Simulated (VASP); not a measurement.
# HfS2 (P-3m1) in VASP: settings compared

Aim: see how the results for HfS2 move with the level of theory and the settings. Levels: rev-vdW-DF2, optB86b-vdW. Tasks: relaxation of cell and atoms.

Everything below comes from runs of VASP 6.6.1. Logs are shortened: lines on timing, memory, paths and dates and some standing lists are left out, and cuts for length are marked.

### Step 1. Starting point

It takes space group P-3m1 (No. 164, trigonal). Conventional cell: a = 3.640 Å, b = 3.640 Å, c = 6.056 Å, α = 90.00°, β = 90.00°, γ = 120.00°. Hf (site symmetry -3m) has 6 S at 2.54 Å as nearest neighbours. S (site symmetry 3m) is surrounded by 3 Hf at 2.54 Å.

The cell is a database's computed one.

### Step 2. Relaxation of cell and atoms, rev-vdW-DF2

File INCAR:

```
PREC     = Accurate       # precision mode
ENCUT    = 600            # plane-wave cutoff, eV
EDIFF    = 1E-6           # SCF threshold, eV
ISMEAR   = 0              # smearing method
SIGMA    = 0.03           # smearing width, eV
LREAL    = False          # projectors in reciprocal space
LASPH    = True           # aspherical terms in the spheres
NELM     = 80             # most SCF steps
ALGO     = Normal         # electronic algorithm
ISIF     = 3              # what is computed and relaxed
LWAVE    = False          # write WAVECAR
LCHARG   = False          # write CHGCAR
GGA      = MK             # functional
LUSE_VDW = True         
AGGAC    = 0.0          
PARAM1   = 0.1234       
PARAM2   = 0.711357     
ZAB_VDW  = -1.8867      
IBRION   = 2              # ionic algorithm
NSW      = 90             # ionic steps
EDIFFG   = -0.01          # ionic threshold
KPAR     = 2
```

File KPOINTS:

```
regular mesh
0
Gamma
  9 9 5
```

File POSCAR:

```
HfS2
1.0
    3.6396641800      0.0000000000      0.0000000000
   -1.8198320900      3.1520416411      0.0000000000
    0.0000000000      0.0000000000      6.0555624700
Hf S
1 2
Direct
    0.0000000000      0.0000000000      0.0000000000
    0.6666666700      0.3333333300      0.7639520500
    0.3333333300      0.6666666700      0.2360479500
```

Potentials or basis: VASP PAW PBE potentials, release 64 (Hf_pv, S).

Started as:

```console
$ cat potpaw_PBE.64/Hf_pv/POTCAR potpaw_PBE.64/S/POTCAR > POTCAR
$ mpirun -np 2 vasp_std > vasp.out
```

OUTCAR:

```text
PREC = Accurate
   ENCUT = 600
   EDIFF = 1E-6
   ISMEAR = 0
   LREAL = False
   LASPH = True
   NELM = 80
   ISIF = 3
   GGA = MK
   IBRION = 2
   NSW = 90
   EDIFFG = -0.01

 ion  position               nearest neighbor table
   1  0.000  0.000  0.000-   2 2.54   3 2.54   3 2.54   2 2.54   2 2.54   3 2.54
   2  0.667  0.333  0.764-   1 2.54   1 2.54   1 2.54
   3  0.333  0.667  0.236-   1 2.54   1 2.54   1 2.54

  LATTYP: Found a hexagonal cell.
 ALAT       =     3.6396641800
 C/A-ratio  =     1.6637695596

  Lattice vectors:

 A1 = (   3.6396641800,   0.0000000000,   0.0000000000)
 A2 = (  -1.8198320900,   3.1520416411,   0.0000000000)
 A3 = (   0.0000000000,   0.0000000000,   6.0555624700)

Analysis of symmetry for initial positions (statically):
=====================================================================
 Subroutine PRICEL returns:
 Original cell was already a primitive cell.

 Routine SETGRP: Setting up the symmetry group for a
 hexagonal supercell.

 Subroutine GETGRP returns: Found 12 space group operations
 (whereof 12 operations were pure point group operations)
 out of a pool of 24 trial point group operations.

The static configuration has the point symmetry D_3d.

Analysis of symmetry for dynamics (positions and initial velocities):
=====================================================================
 Subroutine PRICEL returns:
 Original cell was already a primitive cell.

 Routine SETGRP: Setting up the symmetry group for a
 hexagonal supercell.

 Subroutine GETGRP returns: Found 12 space group operations
 (whereof 12 operations were pure point group operations)
 out of a pool of 24 trial point group operations.

The dynamic configuration has the point symmetry D_3d.

 Subroutine INISYM returns: Found 12 space group operations
 (whereof 12 operations are pure point group operations),
 and found     1 'primitive' translations

----------------------------------------------------------------------------------------

                                     Primitive cell

  volume of cell :      69.4717

  direct lattice vectors                    reciprocal lattice vectors
     3.639664180  0.000000000  0.000000000     0.274750623  0.158627346  0.000000000
    -1.819832090  3.152041641  0.000000000     0.000000000  0.317254692  0.000000000
     0.000000000  0.000000000  6.055562470     0.000000000  0.000000000  0.165137426

  length of vectors
     3.639664180  3.639664180  6.055562470     0.317254692  0.317254692  0.165137426

  position of ions in fractional coordinates (direct lattice)
     0.000000000  0.000000000  0.000000000
     0.666666670  0.333333330  0.763952050
     0.333333330  0.666666670  0.236047950

  ion indices of the primitive-cell ions
   primitive index   ion index
                 1           1
                 2           2
                 3           3

----------------------------------------------------------------------------------------

 KPOINTS: regular mesh

Automatic generation of k-mesh.
 Grid dimensions read from file:
 generate k-points for:    9    9    5

 Generating k-lattice:

  Cartesian coordinates                     Fractional coordinates (reciprocal lattice)
     0.030527847  0.017625261  0.000000000     0.111111111  0.000000000  0.000000000
     0.000000000  0.035250521  0.000000000     0.000000000  0.111111111  0.000000000
     0.000000000  0.000000000  0.033027485     0.000000000  0.000000000  0.200000000

  Length of vectors
     0.035250521  0.035250521  0.033027485

  Shift w.r.t. Gamma in fractional coordinates (k-lattice)
     0.000000000  0.000000000  0.000000000

 Subroutine IBZKPT returns following result:
 ===========================================

 Found     50 irreducible k-points:

 Following reciprocal coordinates:
            Coordinates               Weight
  0.000000  0.000000  0.000000      1.000000
  0.111111  0.000000  0.000000      6.000000
  0.222222 -0.000000  0.000000      6.000000
  0.333333 -0.000000  0.000000      6.000000
  0.444444 -0.000000  0.000000      6.000000
  0.111111  0.111111  0.000000      6.000000
[... 16 lines left out ...]
  0.222222  0.111111  0.200000     12.000000
 -0.111111  0.333333  0.200000     12.000000
 [... further k-points ...]
   k-points           NKPTS =     50   k-points in BZ     NKDIM =     50   number of bands    NBANDS=     15
   number of dos      NEDOS =    301   number of ions     NIONS =      3
   total plane-waves  NPLWV =  43200
   dimension x,y,z NGX =    30 NGY =   30 NGZ =   48
   dimension x,y,z NGXF=    60 NGYF=   60 NGZF=   96
   ions per type =               1   2
   NGX,Y,Z   is equivalent  to a cutoff of  13.70, 13.70, 13.18 a.u.
   NGXF,Y,Z  is equivalent  to a cutoff of  27.41, 27.41, 26.36 a.u.
 SYSTEM =  unknown system
   PREC   = accura    normal or accurate (medium, high low for compatibility)
   ISTART =      0    job   : 0-new  1-cont  2-samecut
   ICHARG =      2    charge: 1-file 2-atom 10-const
   ISPIN  =      1    spin polarized calculation?
   LNONCOLLINEAR =      F non collinear calculations
   LSORBIT =      F    spin-orbit coupling
   LASPH  =      T    aspherical Exc in radial PAW
   ENCUT  =  600.0 eV  44.10 Ry    6.64 a.u.   7.27  7.27 12.09*2*pi/ulx,y,z
   NELM   =     80;   NELMIN=  2; NELMDL= -5     # of ELM steps
   EDIFF  = 0.1E-05   stopping-criterion for ELM
   LREAL  =      F    real-space projection
   EDIFFG = -.1E-01   stopping-criterion for IOM
   NSW    =     90    number of steps for IOM
   IBRION =      2    ionic relax: 0-MD 1-quasi-New 2-CG
   NFREE  =      1    steps in history (QN), initial steepest desc. (CG)
   ISIF   =      3    stress and relaxation
   ISYM   =      2    0-nonsym 1-usesym 2-fastsym
   POTIM  = 0.5000    time-step for ionic-motion
   TEBEG  =    0.0;   TEEND  =   0.0 temperature during run
   PSTRESS=    0.0 pullay stress
   NELECT =      22.0000    total number of electrons
   NUPDOWN=      -1.0000    fix difference up-down
   EMIN   =  10.00;   EMAX   =-10.00  energy-range for DOS
   EFERMI =   0.00;   METHOD = LEGACY
   ISMEAR =     0;   SIGMA  =   0.03  broadening in eV -4-tet -1-fermi 0-gaus
   EFERMI_NEDOS =   21; number of points for ismear=-14 and -15
   IALGO  =     38    algorithm
   IMIX   =      4    mixing-type and parameters
     AMIX     =   0.40;   BMIX     =  1.00
     AMIX_MAG =   1.60;   BMIX_MAG =  1.00
  volume/ion in A,a.u.               =      23.16       156.27
  Fermi-wavevector in a.u.,A,eV,Ry     =   1.115869  2.108686 16.941474  1.245163
  Thomas-Fermi vector in A             =   2.252478
   LORBIT       =      0    0 simple, 1 ext, 2 COOP (PROOUT), +10 PAW based schemes
   GGA     = MK    functional components
   LHFCALC =     F    Hartree Fock is set to
   AEXX    =    0.0000 exact exchange contribution
   IVDW_NL    =     1    kernel type
   BPARAM     = 6.3000
   IVDW    =     0    specifies the selected vdW correction
   LEPSILON=     F    determine dielectric tensor
   LRPA    =     F    only Hartree local field effects (RPA)
 conjugate gradient relaxation of ions
 non-spin polarized calculation
 Gauss-broadening in eV      SIGMA  =   0.03
  energy-cutoff  :      600.00
  volume of cell :       69.47
 maximum number of plane-waves:      2346
 NGX is ok and might be reduce to    30
   NGX = 15   NGY = 15   NGZ = 25

--------------------------------------- Ionic step        1  -------------------------------------------

 number of electron      22.0000001 magnetization

 Free energy of the ion-electron system (eV)
  ---------------------------------------------------
  ext. energy  EPLUGINS =         0.00000000
  ---------------------------------------------------
  free energy    TOTEN  =       -18.27951699 eV

  energy without entropy =      -18.27951699  energy(sigma->0) =      -18.27951699

------------------------ aborting loop because EDIFF is reached ----------------------------------------

  FORCE on cell =-STRESS in cart. coord.  units (eV):
  Direction    XX          YY          ZZ          XY          YZ          ZX
  --------------------------------------------------------------------------------------
  -------------------------------------------------------------------------------------
  Total       -0.2324808     -0.2324808      0.0760190      0.0000000      0.0000000      0.0000000
  in kB       -5.3615445     -5.3615445      1.7531739      0.0000000      0.0000000      0.0000000
  external PRESSURE =      -2.9899717 kB  Pullay stress =       0.0000000 kB
[... 100 lines left out ...]
  energy  without entropy=      -18.2862536105  energy(sigma->0) =      -18.28625361

Total vdW correction in eV:      3.1247104

 E-fermi :   3.1858     XC(G=0):  -9.6799

 val. band max:        2.9837120020   @ k =   0.0000   0.0000   0.0000
 cond. band min:       4.0508598661   @ k =   0.0000   0.4444   0.4000
 fundamental gap:      1.0671478640
 Fermi energy:         3.1858037585

 k-point     1 :       0.0000    0.0000    0.0000
  band No.  band energies     occupation
      1     -27.7325      2.00000
      2     -27.6275      2.00000
      3     -27.6275      2.00000
      4     -10.0352      2.00000
      5      -8.3841      2.00000
      6      -1.7139      2.00000
      7       0.3199      2.00000
      8       0.3199      2.00000
      9       2.9023      2.00000
     10       2.9837      2.00000
     11       2.9837      2.00000
     12       4.9899      0.00000
     13       4.9899      0.00000
     14       5.5283      0.00000
[... 403 lines left out ...]
      4      -9.1526      2.00000
      5      -8.5049      2.00000
      6      -0.9138      2.00000
      7      -0.2938      2.00000
      8       0.1869      2.00000
      9       0.6285      2.00000
     10       1.5821      2.00000
     11       2.4574      2.00000
     12       4.8400      0.00000
     13       6.0575      0.00000
     14       7.0418      0.00000
     15       7.9770      0.00000

 [... further k-points ...]

[... ionic steps 4 to 7 ...]

--------------------------------------- Ionic step        8  -------------------------------------------

 number of electron      22.0000002 magnetization

------------------------ aborting loop because EDIFF is reached ----------------------------------------
[... 73 lines left out ...]
--------------------------------------- Ionic step       10  -------------------------------------------

 number of electron      22.0000002 magnetization

 Free energy of the ion-electron system (eV)
  ---------------------------------------------------
  ext. energy  EPLUGINS =         0.00000000
  ---------------------------------------------------
  free energy    TOTEN  =       -18.29708697 eV

  energy without entropy =      -18.29708697  energy(sigma->0) =      -18.29708697

 E-fermi :   3.5806     XC(G=0):  -9.8645

 val. band max:        3.4249477321   @ k =   0.0000   0.0000   0.0000
 cond. band min:       4.3753489954   @ k =   0.0000   0.4444   0.4000
 fundamental gap:      0.9504012633
 Fermi energy:         3.5805671869

 k-point     1 :       0.0000    0.0000    0.0000
  band No.  band energies     occupation
      1     -27.4176      2.00000
      2     -27.3126      2.00000
      3     -27.3126      2.00000
      4      -9.7710      2.00000
      5      -8.0089      2.00000
      6      -1.5133      2.00000
      7       0.6116      2.00000
      8       0.6116      2.00000
      9       3.3028      2.00000
     10       3.3028      2.00000
     11       3.4249      2.00000
     12       5.3078      0.00000
     13       5.3078      0.00000
     14       5.8670      0.00000
[... 449 lines left out ...]
  energy  without entropy=      -18.2970869670  energy(sigma->0) =      -18.29708697

Total vdW correction in eV:      3.0659722

 reached required accuracy - stopping structural energy minimisation
```

Run time: 10 min. Hardware: 2 MPI ranks of Intel Xeon Platinum 8488C (Sapphire Rapids), shared host; peak memory 0.48 GiB.

Results:

- Free energy: -18.2971 eV
- Relaxed volume: 21.98 Å³/atom
- Relaxed cell: a = 3.614 Å, b = 3.614 Å, c = 5.830 Å, α = 90.00°, β = 90.00°, γ = 120.00°
- Space group after relaxing (to 0.05 Å): P-3m1 (No. 164)
- Energy gained by relaxing: 5.9 meV/atom
- Ionic steps: 10
- Pressure after relaxing: 0.0 GPa
- Band gap on the k mesh: 0.95 eV, indirect (least direct gap 1.85 eV)

Forces on the atoms (eV/Å):
```
Hf   0.000  0.000  0.000
S    0.000  0.000  0.003
S    0.000  0.000 -0.003
```

Step by step:
```csv
step,energy change (eV),largest force (eV/Å),pressure (GPa),volume (Å³)
1,0.0000,0.2067,-0.30,69.47
2,-0.0047,0.1408,-0.21,69.04
3,-0.0067,0.0531,-0.10,68.48
4,-0.0096,0.0500,-0.06,68.07
5,-0.0157,0.0399,0.10,66.83
6,-0.0124,0.0062,0.67,64.36
7,-0.0173,0.0473,0.31,66.03
8,-0.0173,0.0439,0.35,65.81
9,-0.0107,0.2466,-1.72,66.62
10,-0.0176,0.0027,0.02,65.94
```

Final structure:
```yaml
crystal:
  lattice:
    - [3.61381, 0.00000, 0.00000]
    - [-1.80690, 3.12965, 0.00000]
    - [0.00000, 0.00000, 5.83011]
  atoms:
    - { symbol: Hf, position: [0.00000, 0.00000, 0.00000] }
    - { symbol: S, position: [0.66667, 0.33333, 0.75070] }
    - { symbol: S, position: [0.33333, 0.66667, 0.24930] }
```

Caveat: the PAW data sets were made with another functional, which shifts forces and pressure a little; spin-orbit coupling is left out, which moves the levels of the heavy elements; an odd mesh through Γ misses points on the zone boundary, where band edges often lie.

### Step 3. Relaxation of cell and atoms, rev-vdW-DF2

This run uses another cell than the first one, of 21.98 Å³/atom, 0.949 times its volume.

INCAR, as its differences from that of step 2:

```diff
@@ -2,3 +2,3 @@
 ENCUT    = 600            # plane-wave cutoff, eV
-EDIFF    = 1E-6           # SCF threshold, eV
+EDIFF    = 1E-7           # SCF threshold, eV
 ISMEAR   = 0              # smearing method
@@ -20,3 +20,3 @@
 NSW      = 90             # ionic steps
-EDIFFG   = -0.01          # ionic threshold
+EDIFFG   = -0.005         # ionic threshold
 KPAR     = 2
```

KPOINTS is that of step 2.

File POSCAR:

```
HfS2                                    
1.0
    3.6138060678      0.0000000000      0.0000000000
   -1.8069030339      3.1296478590      0.0000000000
   -0.0000000000      0.0000000000      5.8301068998
  Hf              S             
     1     2
Direct
     0.0000000000000000    0.0000000000000000    0.0000000000000000
     0.6666666699999979    0.3333333300000021    0.7507017021241896
     0.3333333300000021    0.6666666699999979    0.2492982978758103
```

Potentials or basis: VASP PAW PBE potentials, release 64 (Hf_pv, S).

Started as:

```console
$ cat potpaw_PBE.64/Hf_pv/POTCAR potpaw_PBE.64/S/POTCAR > POTCAR
$ mpirun -np 2 vasp_std > vasp.out
```

It took 94 s on 2 MPI ranks of Intel Xeon Platinum 8488C (Sapphire Rapids), shared host; peak memory 0.47 GiB.

It converged, with:

| Quantity | Value |
| --- | --- |
| Free energy | -18.2968 eV |
| Pressure after relaxing | 0.0 GPa |
| Band gap on the k mesh | 0.95 eV, indirect (least direct gap 1.85 eV) |

Forces on the atoms (eV/Å):
```
Hf   0.000  0.000  0.000
S    0.000  0.000  0.003
S    0.000  0.000 -0.003
```

Final structure:
```xyz
3
Lattice="3.6138 0.0000 0.0000 -1.8069 3.1296 0.0000 0.0000 0.0000 5.8301" Properties=species:S:1:pos:R:3 pbc="T T T"
Hf    0.0000    0.0000    0.0000
S     1.8069    1.0432    4.3767
S     0.0000    2.0864    1.4534
```

Levels at points of the mesh, in eV from the valence-band top:
```csv
k point,band 8,band 9,band 10,band 11,band 12,band 13,band 14,band 15
"(0.00, 0.00, 0.00)",-2.81,-0.12,-0.12,0.00,1.88,1.88,2.44,5.26
```

Caveat: the relaxation stopped at its first step, so nothing moved; the PAW data sets were made with another functional, which shifts forces and pressure a little; spin-orbit coupling is left out, which moves the levels of the heavy elements; an odd mesh through Γ misses points on the zone boundary, where band edges often lie.

### Step 4. Relaxation of cell and atoms, optB86b-vdW

File INCAR:

```
  PREC = Accurate
  ENCUT = 600
  EDIFF = 1E-6
  ISMEAR = 0
  SIGMA = 0.03
  LREAL = F
  LASPH = T
  NELM = 80
  ALGO = Normal
  ISIF = 3
  LWAVE = F
  LCHARG = F
  GGA = MK
  LUSE_VDW = T
  AGGAC = 0.0
  PARAM1 = 0.1234
  PARAM2 = 1.0
  IBRION = 2
  NSW = 90
  EDIFFG = -0.01
```

KPOINTS is that of step 3.

File POSCAR:

```
HfS2
1.0
    3.6396641800      0.0000000000      0.0000000000
   -1.8198320900      3.1520416411      0.0000000000
    0.0000000000      0.0000000000      6.0555624700
Hf S
1 2
Direct
    0.0000000000      0.0000000000      0.0000000000
    0.6666666700      0.3333333300      0.7639520500
    0.3333333300      0.6666666700      0.2360479500
```

Started as:

```console
$ cat potpaw_PBE.64/Hf_pv/POTCAR potpaw_PBE.64/S/POTCAR > POTCAR
$ mpirun -np 1 vasp_std > vasp.out
```

Run time: 8.9 min. Hardware: 1 thread of Intel Xeon 6975P-C (Granite Rapids), shared host; peak memory 0.49 GiB.

Results (log left out):

```yaml
Free_energy: -17.8191 eV
Relaxed_volume: 22.07 Å³/atom
Relaxed_cell: a = 3.614 Å, b = 3.614 Å, c = 5.853 Å, α = 90.00°, β = 90.00°, γ = 120.00°
Space_group_after_relaxing_to_0.05_Å: P-3m1 (No. 164)
Energy_gained_by_relaxing: 5.6 meV/atom
Ionic_steps: 10
Pressure_after_relaxing: 0.0 GPa
Largest_force_after_relaxing: 0.004 eV/Å
Band_gap_on_the_k_mesh: 0.99 eV, indirect (least direct gap 1.88 eV)
```

Forces on the atoms (eV/Å):
```
Hf   0.000  0.000  0.000
S    0.000  0.000 -0.004
S    0.000  0.000  0.004
```

Step by step:
```
step  energy change (eV)  largest force (eV/Å)  pressure (GPa)  volume (Å³)
   1              0.0000                0.2117           -0.30        69.47
   2             -0.0050                0.1374           -0.22        69.04
   3             -0.0069                0.0560           -0.13        68.59
   4             -0.0091                0.0637           -0.03        68.20
   5             -0.0141                0.0856            0.31        67.06
   6             -0.0129                0.1223            1.20        64.78
   7             -0.0155                0.1113            0.66        66.13
   8             -0.0167                0.0410            0.21        66.18
   9             -0.0168                0.0012           -0.06        66.20
  10             -0.0168                0.0042           -0.03        66.20
```

Final structure:
```
Hf S
1.0
     3.61401    0.00000    0.00000
    -1.80701    3.12983    0.00000
     0.00000    0.00000    5.85250
Hf S
1 2
Direct
  0.00000 0.00000 0.00000
  0.66667 0.33333 0.75162
  0.33333 0.66667 0.24838
```

Levels at points of the mesh, in eV from the valence-band top:
| k point | band 9 | band 10 | band 11 | band 12 | band 13 | band 14 |
| --- | --- | --- | --- | --- | --- | --- |
| (0.00, 0.00, 0.00) | -0.10 | -0.10 | 0.00 | 1.92 | 1.92 | 2.48 |

Caveat: the PAW data sets were made with another functional, which shifts forces and pressure a little; spin-orbit coupling is left out, which moves the levels of the heavy elements; an odd mesh through Γ misses points on the zone boundary, where band edges often lie.
